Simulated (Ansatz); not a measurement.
**TiSe2 (P-3m1): which magnetic order lies lowest**

Which of a few magnetic orders of TiSe2 (P-3m1) is lowest at one geometry?

A COD entry behind a cell of this session may itself be a prediction, so a difference from it is no test against experiment.

Computed with Ansatz 0.2.0 (DFT r²SCAN, scalar-relativistic, plane waves, PAW, unless a step's input says otherwise).

The runs add the D3(BJ) dispersion term to the functional named.

## Step 1: The structure to begin with

The structure is trigonal, space group P-3m1 (No. 164). Conventional cell: a = 3.533 Å, b = 3.533 Å, c = 6.039 Å, α = 90.00°, β = 90.00°, γ = 120.00°. Ti (site symmetry -3m) is surrounded by 6 Se at 2.54 Å. Se (site symmetry 3m) has 3 Ti at 2.54 Å as nearest neighbours.

As a file:

```cif
data_structure
_symmetry_space_group_name_H-M 'P-3m1'
_symmetry_Int_Tables_number 164
_cell_length_a 3.5329
_cell_length_b 3.5329
_cell_length_c 6.0387
_cell_angle_alpha 90.000
_cell_angle_beta 90.000
_cell_angle_gamma 120.000
_cell_volume 65.27
loop_
_atom_site_label
_atom_site_type_symbol
_atom_site_symmetry_multiplicity
_atom_site_Wyckoff_symbol
_atom_site_fract_x
_atom_site_fract_y
_atom_site_fract_z
_atom_site_occupancy
Ti1 Ti 1 a 0.00000 0.00000 0.00000 1
Se1 Se 2 d 0.33333 0.66667 0.25195 1
```

This cell comes from an earlier session at r²SCAN: 21.758 Å³/atom at 0.06 GPa, on a 12×12×6 mesh.

## Step 2: Ferromagnetic, larger cell

Contents of input.yaml:

```yaml
crystal:
  lattice:
    - [3.5329401575, 0.0, 0.0]
    - [-1.7664700787, 3.0596159264, 0.0]
    - [0.0, 0.0, 12.0773676093]
  atoms:
    - { symbol: Ti, position: [0.0, 0.0, 0.0], spin: 1.0 }
    - { symbol: Se, position: [0.3333333333, 0.6666666667, 0.1259755818] }
    - { symbol: Se, position: [0.6666666667, 0.3333333333, 0.3740244182] }
    - { symbol: Ti, position: [0.0, 0.0, 0.5], spin: 1.0 }
    - { symbol: Se, position: [0.3333333333, 0.6666666667, 0.6259755818] }
    - { symbol: Se, position: [0.6666666667, 0.3333333333, 0.8740244182] }
basis:
  ecutwfc: 500
  ecutrho_ratio: 4
kpoints:
  mp_grid: { grid: [8, 8, 4] }
hamiltonian:
  xc: r2scan
  dispersion: d3bj
scf:
  occupations: { method: gaussian, width: 0.05 }
  lower_state_search: "off"
output:
  forces: true
  stress: true
  eigenvalues: true
  populations: true
magnetization:
  spin_polarized: true
```

Run with:

```sh
$ ansatz run input.yaml --threads 4 --pin off --max-ram 10240MiB --backend cpu --events-out ev --progress --plain --runs-dir out
```

Output, cut to the lines that bear on the results:

```text
Warning: the engine holds no damping parameters fitted to this dispersion correction and functional, so the run takes those fitted to r2scan beside the three-body term, which d3bj leaves out (hamiltonian.dispersion, under Limitations)
Warning: RAYON_NUM_THREADS=4 ignored (pool sized by the plan → 4); use --threads N
[...]
Pseudopotentials: kind: paw
Pseudopotential: Ti, paw, valence charge 12, recommended cutoff 500 eV (meta_gga), Ti.paw.azcp
Pseudopotential: Se, paw, valence charge 16, recommended cutoff 500 eV (meta_gga), Se.paw.azcp
Functional definition: r2SCAN
[...]
Crystal: 6 atoms, lattice volume = 130.550 Å³
Basis set: ecut = 500 eV, 3309 PW (Γ), exchange–correlation on 108×108×360 points (64 copies of the dense FFT grid, shifted against one another)
Bands: 54, of which v1, the nominal top of the filled ones, is band 44 counted from 1 (43 counted from 0)
Symmetry: 24 space group operations
Space group: P-3m1 (ITA 164), of the structure as read, at distance tolerance 5.1e-5 Å
Magnetic group: BNS 164.85 (UNI 1315), of the structure as read, at distance tolerance 5.1e-5 Å
k-points: 35 of 256
[...]
Starting moments: Σ|m| = 2 μB on 2 of 6 sites
[...]
SCF iter   1: F=-26918.777048 eV  HF=-26931.522169 eV  |F-HF|=1.27e1  |Δ(HF+E_count)|=         —  Δρ=4.22e-2 (↑2.41e-2 ↓4.22e-2)  dr2=1.50e1  dr2_τ=5.84e-2  dr2_m=4.08e-1  M=0.550 μB ∫|m|=1.510 μB  β_m=0.30  ethr=3.10e-3  ⟨swp⟩=6.2  Hψ=13865  notcnv=0
[...]
spin=Collinear: Kerker preconditioning applied to the charge; magnetization (m = ρ↑ − ρ↓) channel mixes plain (no charge-response kernel on spin).
[...]
WARN: the starting moments were not kept: the SCF closed with an absolute magnetisation of 3.3e-5 μB, where they sum to 2 μB in size (2 sites). That is at most 0.1 of that sum. Measured as dr2_m measures the in/out step, that magnetisation stands 1.9e-10 eV from none, at or under the [...]
this state was not tested for a lower state beside it, because the mixer in use, unlike msr1, does not test its closes by its own steps (another_mixer; see scf.mixing.algorithm and scf.lower_state_search)
SCF converged after 22 iterations
Magnetization: 0.0000 μB (44.0000 up, 44.0000 down)
Absolute magnetization: 0.0000 μB (∫|ρ↑−ρ↓|, with the PAW one-centre terms)
Spin contamination: 0.0000 ħ² per cell (⟨S²⟩ above its minimum at these occupations)
Per-site moments (μB) at R_I (Å): [(1.0884263763025418e-5, 1.0496788437499973), (-6.820901902433106e-7, 1.0496788437499973), (-6.820901901559996e-7, 1.0496788437499973), (1.0884263763028291e-5, 1.0496788437499973), (-6.820901903030925e-7, 1.0496788437499973), (-6.820901902137317e-7, [...]
Free energy (F): -26930.222138 eV
[...]
E sigma→0 (E₀):  -26930.221133 eV
Entropy (-TS):   -0.002009 eV (-0.335 meV/atom)
Fermi energy:    9.553611 eV
[...]
--- Forces (eV/Å), atoms counted from 1 ---
  atom   1  Ti     0.00000000     0.00000000     0.00000000
  atom   2  Se     0.00000000     0.00000000     0.02251186
  atom   3  Se    -0.00000000    -0.00000000    -0.02251186
  atom   4  Ti     0.00000000     0.00000000    -0.00000000
  atom   5  Se     0.00000000     0.00000000     0.02251186
  atom   6  Se    -0.00000000    -0.00000000    -0.02251186
[...]
--- Stress (GPa, compression-positive) ---
       -0.200749      -0.000000       0.000000
       -0.000000      -0.200749       0.000000
        0.000000       0.000000       0.333356
  P = ⅓ Tr σ = -0.0227 GPa (-0.227 kbar)
--- Band table (eV; the first three rows and the last of 70) ---
[...]
--- Löwdin populations: 6 sites ---
  site symbol       q [e]    m [muB]
     0     Ti     11.1974     0.0000
     1     Se     16.3276    -0.0000
     2     Se     16.3276    -0.0000
     3     Ti     11.1974     0.0000
     4     Se     16.3276    -0.0000
     5     Se     16.3276    -0.0000
  spilling = 0.003349 (of n_electrons = 88.000000)
```

It took 70 s on 4 threads of Intel Xeon at 2.50GHz (Skylake/Cascade Lake), shared host; peak memory 1.1 GiB.

Read off: volume 21.758 Å³/atom, pressure -0.02 GPa, metallic, no moment left.

## Step 3: Antiferromagnetic, propagation vector (0, 0, 1/2)

Edit input.yaml of step 2 so:

```diff
@@ -9,3 +9,3 @@
     - { symbol: Se, position: [0.6666666667, 0.3333333333, 0.3740244182] }
-    - { symbol: Ti, position: [0.0, 0.0, 0.5], spin: 1.0 }
+    - { symbol: Ti, position: [0.0, 0.0, 0.5], spin: -1.0 }
     - { symbol: Se, position: [0.3333333333, 0.6666666667, 0.6259755818] }
```

Run with:

```sh
$ ansatz run input.yaml --threads 4 --pin off --max-ram 10240MiB --backend cpu --events-out ev --progress --plain --runs-dir out
```

Output, cut to the lines that bear on the results:

```text
Warning: the engine holds no damping parameters fitted to this dispersion correction and functional, so the run takes those fitted to r2scan beside the three-body term, which d3bj leaves out (hamiltonian.dispersion, under Limitations)
Warning: RAYON_NUM_THREADS=4 ignored (pool sized by the plan → 4); use --threads N
[...]
[... 4 set-up lines as earlier in the session ...]
[...]
Crystal: 6 atoms, lattice volume = 130.550 Å³
Basis set: ecut = 500 eV, 3309 PW (Γ), exchange–correlation on 108×108×360 points (64 copies of the dense FFT grid, shifted against one another)
Bands: 54, of which v1, the nominal top of the filled ones, is band 44 counted from 1 (43 counted from 0)
Symmetry: 12 space group operations
[... 1 set-up line as earlier in the session ...]
Magnetic group: BNS 164.90 (UNI 1320), of the structure as read, at distance tolerance 5.1e-5 Å
k-points: 35 of 256
[...]
Starting moments: Σ|m| = 2 μB on 2 of 6 sites
[...]
WARN: the starting moments were not kept: the SCF closed with an absolute magnetisation of 6.5e-5 μB, where they sum to 2 μB in size (2 sites). That is at most 0.1 of that sum. Measured as dr2_m measures the in/out step, that magnetisation stands 5.1e-10 eV from none, at or under the [...]
Free energy (F): -26930.222138 eV
[...]
E sigma→0 (E₀):  -26930.221133 eV
Entropy (-TS):   -0.002009 eV (-0.335 meV/atom)
Fermi energy:    9.553618 eV
[...]
--- Forces (eV/Å), atoms counted from 1 ---
  atom   1  Ti     0.00000000    -0.00000000     0.00000000
  atom   2  Se     0.00000000     0.00000000     0.02251537
  atom   3  Se    -0.00000000    -0.00000000    -0.02251537
  atom   4  Ti     0.00000000     0.00000000     0.00000000
  atom   5  Se     0.00000000     0.00000000     0.02251537
  atom   6  Se    -0.00000000    -0.00000000    -0.02251537
[...]
--- Stress (GPa, compression-positive) ---
       -0.200701      -0.000000       0.000000
       -0.000000      -0.200701       0.000000
        0.000000       0.000000       0.333381
  P = ⅓ Tr σ = -0.0227 GPa (-0.227 kbar)
--- Band table (eV; the first three rows and the last of 70) ---
[...]
--- Löwdin populations: 6 sites ---
  site symbol       q [e]    m [muB]
     0     Ti     11.1974     0.0000
     1     Se     16.3276    -0.0000
     2     Se     16.3276     0.0000
     3     Ti     11.1974    -0.0000
     4     Se     16.3276     0.0000
     5     Se     16.3276    -0.0000
  spilling = 0.003349 (of n_electrons = 88.000000)
```

It took 40 s on 4 threads of Intel Xeon at 2.50GHz (Skylake/Cascade Lake), shared host; peak memory 1.1 GiB.

Read off: volume 21.758 Å³/atom, pressure -0.02 GPa, no gap, no moment left.

In this order, neighbours among magnetic atoms: 6 of 6 parallel, 6 of 8 parallel (shell by shell, nearest first).

## Step 4: Ferromagnetic, larger cell

Contents of input.yaml:

```yaml
crystal:
  lattice:
    - [-3.5329401575, 0.0, 0.0]
    - [0.0, 0.0, -6.0386838046]
    - [0.0, -6.1192318528, 0.0]
  atoms:
    - { symbol: Ti, position: [0.0, 0.0, 0.0], spin: 1.0 }
    - { symbol: Se, position: [0.0, -0.2519511635, -0.3333333333] }
    - { symbol: Se, position: [-0.5, -0.7480488365, -0.1666666667] }
    - { symbol: Ti, position: [0.5, 0.0, 0.5], spin: 1.0 }
    - { symbol: Se, position: [0.5, -0.2519511635, 0.1666666667] }
    - { symbol: Se, position: [0.0, -0.7480488365, 0.3333333333] }
basis:
  ecutwfc: 500
  ecutrho_ratio: 4
kpoints:
  mp_grid: { grid: [8, 6, 4] }
hamiltonian:
  xc: r2scan
  dispersion: d3bj
scf:
  occupations: { method: gaussian, width: 0.05 }
  lower_state_search: "off"
output:
  forces: true
  stress: true
  eigenvalues: true
  populations: true
magnetization:
  spin_polarized: true
```

Run with:

```sh
$ ansatz run input.yaml --threads 4 --pin off --max-ram 10240MiB --backend cpu --events-out ev --progress --plain --runs-dir out
```

Output, cut to the lines that bear on the results:

```text
Warning: the engine holds no damping parameters fitted to this dispersion correction and functional, so the run takes those fitted to r2scan beside the three-body term, which d3bj leaves out (hamiltonian.dispersion, under Limitations)
Warning: RAYON_NUM_THREADS=4 ignored (pool sized by the plan → 4); use --threads N
[...]
[... 4 set-up lines as earlier in the session ...]
[...]
Crystal: 6 atoms, lattice volume = 130.550 Å³
Basis set: ecut = 500 eV, 3297 PW (Γ), exchange–correlation on 108×180×180 points (64 copies of the dense FFT grid, shifted against one another)
Bands: 54, of which v1, the nominal top of the filled ones, is band 44 counted from 1 (43 counted from 0)
Symmetry: 8 space group operations
[... 1 set-up line as earlier in the session ...]
Magnetic group: BNS 164.85 (UNI 1315), of the structure as read, at distance tolerance 5.1e-5 Å
k-points: 70 of 192
[...]
Starting moments: Σ|m| = 2 μB on 2 of 6 sites
[...]
WARN: the starting moments were not kept: the SCF closed with an absolute magnetisation of 2.1e-5 μB, where they sum to 2 μB in size (2 sites). That is at most 0.1 of that sum. Measured as dr2_m measures the in/out step, that magnetisation stands 5.6e-11 eV from none, at or under the [...]
Free energy (F): -26930.229165 eV
[...]
E sigma→0 (E₀):  -26930.228548 eV
Entropy (-TS):   -0.001234 eV (-0.206 meV/atom)
Fermi energy:    9.585050 eV
[...]
--- Forces (eV/Å), atoms counted from 1 ---
  atom   1  Ti     0.00000000     0.00000000     0.00000000
  atom   2  Se    -0.00000000    -0.00352274     0.02773521
  atom   3  Se     0.00000000     0.00352274    -0.02773521
  atom   4  Ti     0.00000000     0.00000000     0.00000000
  atom   5  Se    -0.00000000    -0.00352274     0.02773521
  atom   6  Se     0.00000000     0.00352274    -0.02773521
[...]
--- Stress (GPa, compression-positive) ---
       -0.160451       0.000000       0.000000
        0.000000      -0.338348      -0.035860
        0.000000      -0.035863       0.391547
  P = ⅓ Tr σ = -0.0358 GPa (-0.358 kbar)
--- Band table (eV; the first three rows and the last of 140) ---
[...]
--- Löwdin populations: 6 sites ---
  site symbol       q [e]    m [muB]
     0     Ti     11.1986    -0.0000
     1     Se     16.3270     0.0000
     2     Se     16.3270     0.0000
     3     Ti     11.1986    -0.0000
     4     Se     16.3270     0.0000
     5     Se     16.3270     0.0000
  spilling = 0.003352 (of n_electrons = 88.000000)
```

It took 2 min on 4 threads of Intel Xeon at 2.50GHz (Skylake/Cascade Lake), shared host; peak memory 1.3 GiB.

In short: volume 21.758 Å³/atom, pressure -0.04 GPa, no gap, no moment left.

## Step 5: Antiferromagnetic, propagation vector (0, 1/2, 0)

Edit input.yaml of step 4 so:

```diff
@@ -9,3 +9,3 @@
     - { symbol: Se, position: [-0.5, -0.7480488365, -0.1666666667] }
-    - { symbol: Ti, position: [0.5, 0.0, 0.5], spin: 1.0 }
+    - { symbol: Ti, position: [0.5, 0.0, 0.5], spin: -1.0 }
     - { symbol: Se, position: [0.5, -0.2519511635, 0.1666666667] }
```

Run with:

```sh
$ ansatz run input.yaml --threads 4 --pin off --max-ram 10240MiB --backend cpu --events-out ev --progress --plain --runs-dir out
```

Output, cut to the lines that bear on the results:

```text
Warning: the engine holds no damping parameters fitted to this dispersion correction and functional, so the run takes those fitted to r2scan beside the three-body term, which d3bj leaves out (hamiltonian.dispersion, under Limitations)
Warning: RAYON_NUM_THREADS=4 ignored (pool sized by the plan → 4); use --threads N
[...]
[... 4 set-up lines as earlier in the session ...]
[...]
Crystal: 6 atoms, lattice volume = 130.550 Å³
Basis set: ecut = 500 eV, 3297 PW (Γ), exchange–correlation on 108×180×180 points (64 copies of the dense FFT grid, shifted against one another)
Bands: 54, of which v1, the nominal top of the filled ones, is band 44 counted from 1 (43 counted from 0)
Symmetry: 4 space group operations
Space group: P2/m (ITA 10), of the structure as read, at distance tolerance 5.1e-5 Å
Magnetic group: BNS 10.49 (UNI 56), of the structure as read, at distance tolerance 5.1e-5 Å
k-points: 70 of 192
[...]
Starting moments: Σ|m| = 2 μB on 2 of 6 sites
[...]
WARN: the starting moments were not kept: the SCF closed with an absolute magnetisation of 2.3e-5 μB, where they sum to 2 μB in size (2 sites). That is at most 0.1 of that sum. Measured as dr2_m measures the in/out step, that magnetisation stands 3.2e-11 eV from none, at or under the [...]
Free energy (F): -26930.229165 eV
[...]
E sigma→0 (E₀):  -26930.228548 eV
Entropy (-TS):   -0.001234 eV (-0.206 meV/atom)
Fermi energy:    9.585049 eV
[...]
--- Forces (eV/Å), atoms counted from 1 ---
  atom   1  Ti    -0.00000000     0.00000000    -0.00000000
  atom   2  Se    -0.00000000    -0.00352284     0.02772926
  atom   3  Se     0.00000000     0.00352286    -0.02772926
  atom   4  Ti    -0.00000000     0.00000000     0.00000000
  atom   5  Se    -0.00000000    -0.00352286     0.02772926
  atom   6  Se     0.00000000     0.00352284    -0.02772926
[...]
--- Stress (GPa, compression-positive) ---
       -0.160483       0.000000       0.000000
        0.000000      -0.338385      -0.035861
        0.000000      -0.035864       0.391564
  P = ⅓ Tr σ = -0.0358 GPa (-0.358 kbar)
--- Band table (eV; the first three rows and the last of 140) ---
[...]
--- Löwdin populations: 6 sites ---
  site symbol       q [e]    m [muB]
     0     Ti     11.1986    -0.0000
     1     Se     16.3270    -0.0000
     2     Se     16.3270     0.0000
     3     Ti     11.1986     0.0000
     4     Se     16.3270     0.0000
     5     Se     16.3270    -0.0000
  spilling = 0.003352 (of n_electrons = 88.000000)
```

Run time: 2.2 min. Hardware: 4 threads of Intel Xeon at 2.50GHz (Skylake/Cascade Lake), shared host; peak memory 1.3 GiB.

Result: volume 21.758 Å³/atom, pressure -0.04 GPa, a metal on this mesh, no moment left.

In this order, neighbours among magnetic atoms: 2 of 6 parallel, 4 of 8 parallel (shell by shell, nearest first).

## Step 6: Ferromagnetic, larger cell

Contents of input.yaml:

```yaml
crystal:
  lattice:
    - [-1.7664700787, 3.0596159264, 6.0386838046]
    - [1.7664700787, -3.0596159264, 6.0386838046]
    - [1.7664700787, 3.0596159264, -6.0386838046]
  atoms:
    - { symbol: Ti, position: [0.0, 0.0, 0.0], spin: 1.0 }
    - { symbol: Se, position: [0.4593089151, 0.1259755818, 0.3333333333] }
    - { symbol: Se, position: [0.5406910849, 0.8740244182, 0.6666666667] }
    - { symbol: Ti, position: [0.5, 0.5, 0.0], spin: 1.0 }
    - { symbol: Se, position: [0.9593089151, 0.6259755818, 0.3333333333] }
    - { symbol: Se, position: [1.0406910849, 1.3740244182, 0.6666666667] }
basis:
  ecutwfc: 500
  ecutrho_ratio: 4
kpoints:
  mp_grid: { grid: [8, 8, 8] }
hamiltonian:
  xc: r2scan
  dispersion: d3bj
scf:
  occupations: { method: gaussian, width: 0.05 }
  lower_state_search: "off"
output:
  forces: true
  stress: true
  eigenvalues: true
  populations: true
magnetization:
  spin_polarized: true
```

Run with:

```sh
$ ansatz run input.yaml --threads 4 --pin off --max-ram 10240MiB --backend cpu --events-out ev --progress --plain --runs-dir out
```

Output, cut to the lines that bear on the results:

```text
Warning: the engine holds no damping parameters fitted to this dispersion correction and functional, so the run takes those fitted to r2scan beside the three-body term, which d3bj leaves out (hamiltonian.dispersion, under Limitations)
Warning: RAYON_NUM_THREADS=4 ignored (pool sized by the plan → 4); use --threads N
[...]
[... 4 set-up lines as earlier in the session ...]
[...]
Crystal: 6 atoms, lattice volume = 130.550 Å³
Basis set: ecut = 500 eV, 3335 PW (Γ), FFT grids on a1+a3, a2+a3, a3, exchange–correlation on 180×108×216 points (64 copies of the dense FFT grid, shifted against one another)
Bands: 54, of which v1, the nominal top of the filled ones, is band 44 counted from 1 (43 counted from 0)
[... 2 set-up lines as earlier in the session ...]
Magnetic group: BNS 164.85 (UNI 1315), of the structure as read, at distance tolerance 5.1e-5 Å
k-points: 150 of 512
[...]
WARN: the starting moments were not kept: the SCF closed with an absolute magnetisation of 8.4e-5 μB, where they sum to 2 μB in size (2 sites). That is at most 0.1 of that sum. Measured as dr2_m measures the in/out step, that magnetisation stands 7.5e-10 eV from none, at or under the [...]
Free energy (F): -26930.223788 eV
[...]
E sigma→0 (E₀):  -26930.223205 eV
Entropy (-TS):   -0.001166 eV (-0.194 meV/atom)
Fermi energy:    9.523950 eV
[...]
--- Forces (eV/Å), atoms counted from 1 ---
  atom   1  Ti     0.00000000     0.00000000    -0.00000000
  atom   2  Se    -0.00000000    -0.00513874     0.00106330
  atom   3  Se     0.00000000     0.00513874    -0.00106330
  atom   4  Ti     0.00000000     0.00000000    -0.00000000
  atom   5  Se    -0.00000000    -0.00513874     0.00106330
  atom   6  Se     0.00000000     0.00513874    -0.00106330
[...]
--- Stress (GPa, compression-positive) ---
        0.123810      -0.000000       0.000000
       -0.000000      -0.026804      -0.044130
        0.000000      -0.044134       0.117454
  P = ⅓ Tr σ = 0.0715 GPa (0.715 kbar)
--- Band table (eV; the first three rows and the last of 300) ---
[...]
--- Löwdin populations: 6 sites ---
  site symbol       q [e]    m [muB]
     0     Ti     11.1936     0.0000
     1     Se     16.3296    -0.0000
     2     Se     16.3296    -0.0000
     3     Ti     11.1936     0.0000
     4     Se     16.3296    -0.0000
     5     Se     16.3296    -0.0000
  spilling = 0.003344 (of n_electrons = 88.000000)
```

Run time: 3.8 min. Hardware: 4 threads of Intel Xeon at 2.50GHz (Skylake/Cascade Lake), shared host; peak memory 2 GiB.

Result: volume 21.758 Å³/atom, pressure 0.07 GPa, no gap, no moment left.

[end of part 1 of 2]
